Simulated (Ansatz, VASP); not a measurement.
Two plane-wave programs on Rh

The input POSCAR:

```
Rh
1.0
    0.0000000000      1.9585965000      1.9585965000
    1.9585965000      0.0000000000      1.9585965000
    1.9585965000      1.9585965000      0.0000000000
Rh
1
Direct
    0.0000000000      0.0000000000      0.0000000000
```

INCAR.step1

```
SYSTEM = Rh
ALGO = Normal
EDIFF = 1E-4
ENCUT = 520
GGA = PE
ISMEAR = 0
LASPH = .True.
LCHARG = .False.
LREAL = .False.
LWAVE = .True.
NBANDS = 14
NELM = 60
PREC = Accurate
SIGMA = 0.15
```

The input INCAR.step2:

```
SYSTEM = Rh
ALGO = Normal
EDIFF = 1E-6
ENCUT = 520
ISIF = 2
ISMEAR = 0
ISTART = 1
LASPH = .True.
LCHARG = .True.
LELF = .True.
LMIXTAU = .True.
LREAL = .False.
LVHAR = .True.
LWAVE = .False.
METAGGA = R2SCAN
NBANDS = 14
NELM = 60
PREC = Accurate
SIGMA = 0.15
```

KPOINTS

```
k-points
0
Gamma
  22 22 22
  0 0 0
```

Input for Ansatz:

```yaml
crystal:
  lattice:
    - [0.0, 1.9585965, 1.9585965]
    - [1.9585965, 0.0, 1.9585965]
    - [1.9585965, 1.9585965, 0.0]
  atoms:
    - { symbol: Rh, position: [0.0, 0.0, 0.0] }
basis:
  ecutwfc: 500
kpoints:
  mp_grid: { grid: [22, 22, 22] }
hamiltonian:
  xc: r2scan
scf:
  occupations: { method: gaussian, width: 0.15 }
output:
  forces: true
  stress: true
  eigenvalues: true
```

Change from the starting cell: strain +0.030 along x and y, +0.030 along z, atoms carried along.

Alike in both runs: task single point; functional r2SCAN; k mesh 22 × 22 × 22; occupations gaussian, width 0.15 eV; no spin polarisation.

```csv
,VASP,Ansatz
version,VASP 6.6.1,Ansatz 0.2.0
potentials or method,"VASP PAW PBE potentials, release 64 (Rh_pv)","scalar-relativistic, plane waves, PAW"
plane-wave cutoff (eV),520,500
valence electrons in the cell,15,17
```

|  | VASP | Ansatz | Ansatz less VASP |
| --- | --- | --- | --- |
| gap on the k mesh at the Fermi level (eV) | none | none | - |
| pressure (GPa) | -19.4 | -20.2 | -0.75 |

A gap of «none» marks a metal or a gap that the smearing closes. The two sets of potentials don't hold the same shells in valence.

Caveats: so large a pressure means that the cell lies far from this level's equilibrium, or that cutoff or potentials fall short (VASP); the potentials were made for another functional, which shifts forces and pressure (VASP).
